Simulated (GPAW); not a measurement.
## ZrS2: band structure with r2SCAN

**What was measured.**

From “Stress-Tuned Optical Transitions in Layered 1T-MX2 (M= Hf, Zr, Sn; X= S, Se) Crystals”, 2022, arxiv:2210.12074, for a bulk crystal of ZrS2: band gap 1.68 eV (indirect).

The system is ZrS2.

```
CELL_PARAMETERS angstrom
3.69138 0.00000 0.00000
-1.84569 3.19683 0.00000
0.00000 0.00000 6.04108
ATOMIC_POSITIONS crystal
Zr 0.00000 0.00000 0.00000
S 0.33333 0.66667 0.23791
S 0.66667 0.33333 0.76209
```

The cell is a database's computed one.

```json
{
  "Program": "GPAW 26.7.0",
  "Task": "band structure",
  "Functional": "r2SCAN",
  "Potentials or basis": "GPAW PAW data sets (gpaw-data 1.2.1)",
  "Cutoff": "600 eV",
  "Basis": "pw",
  "k mesh": "6 × 6 × 4",
  "Occupations": "fermi-dirac, width 0.05 eV",
  "Spin": "spin-orbit coupling, no magnetisation",
  "Maxiter": "150",
  "Band path": "GMKGALHA,LM,KH",
  "Band points": "80",
  "spin axis theta (degrees)": "90",
  "spin axis phi (degrees)": "45",
  "Soc after scf": "second variation without the xc potential"
}
```

```json
{
  "Pressure": "-0.2 GPa",
  "Largest force": "0.040 eV/Å",
  "Band gap on the k mesh": "1.37 eV, indirect (least direct gap 1.92 eV)",
  "Band gap along the path": "1.34 eV, indirect (least direct gap 1.92 eV)"
}
```

Forces in eV/Å, atoms in the order of the input:
```
Zr   0.000  0.000  0.000
S    0.000  0.000 -0.040
S    0.000  0.000  0.040
```

Levels at the corners of the path, in eV from the valence-band top:
| point | band 20 | band 21 | band 22 | band 23 | band 24 | band 25 | band 26 | band 27 | band 28 | band 29 |
| --- | --- | --- | --- | --- | --- | --- | --- | --- | --- | --- |
| Γ | -0.18 | -0.07 | -0.07 | -0.03 | -0.03 | 1.89 | 1.89 | 1.90 | 1.90 | 2.80 |
| M | -2.38 | -1.71 | -1.71 | -1.23 | -1.23 | 1.50 | 1.50 | 3.59 | 3.59 | 3.89 |
| K | -2.03 | -2.02 | -2.02 | -1.47 | -1.47 | 2.54 | 2.54 | 3.50 | 3.50 | 3.57 |
| Γ | -0.18 | -0.07 | -0.07 | -0.03 | -0.03 | 1.89 | 1.89 | 1.90 | 1.90 | 2.80 |
| A | -1.62 | -0.25 | -0.25 | -0.17 | -0.17 | 1.87 | 1.87 | 1.87 | 1.87 | 3.15 |
| L | -2.25 | -1.05 | -1.05 | -0.81 | -0.81 | 1.34 | 1.34 | 3.58 | 3.58 | 3.89 |
| H | -1.91 | -1.81 | -1.81 | -1.81 | -1.81 | 2.64 | 2.64 | 3.26 | 3.26 | 3.33 |
| A | -1.62 | -0.25 | -0.25 | -0.17 | -0.17 | 1.87 | 1.87 | 1.87 | 1.87 | 3.15 |
| L | -2.25 | -1.05 | -1.05 | -0.81 | -0.81 | 1.34 | 1.34 | 3.58 | 3.58 | 3.89 |
| M | -2.38 | -1.71 | -1.71 | -1.23 | -1.23 | 1.50 | 1.50 | 3.59 | 3.59 | 3.89 |
| K | -2.03 | -2.02 | -2.02 | -1.47 | -1.47 | 2.54 | 2.54 | 3.50 | 3.50 | 3.57 |
| H | -1.91 | -1.81 | -1.81 | -1.81 | -1.81 | 2.64 | 2.64 | 3.26 | 3.26 | 3.33 |

It took 4.2 min on 1 thread of Arm Neoverse V2, on a shared host, peak memory 0.51 GiB.

A measured gap of ZrS2 is 1.68 eV (indirect; quoted in “Stress-Tuned Optical Transitions in Layered 1T-MX2 (M= Hf, Zr, Sn; X= S, Se) Crystals”, 2022, arxiv:2210.12074); the calculated 1.34 eV misses it by -0.34 eV. The value is that of r2SCAN, without temperature or zero-point motion. The cell is a database's relaxed one, not the measured one, which moves gaps too.

Caveat: spin-orbit coupling was added after a scalar SCF, so levels and gaps hold it while energy, forces, pressure and moments don't; this program's spin-orbit splittings come out too wide for heavy elements; the PAW data sets were made with another functional, which shifts forces and pressure a little.
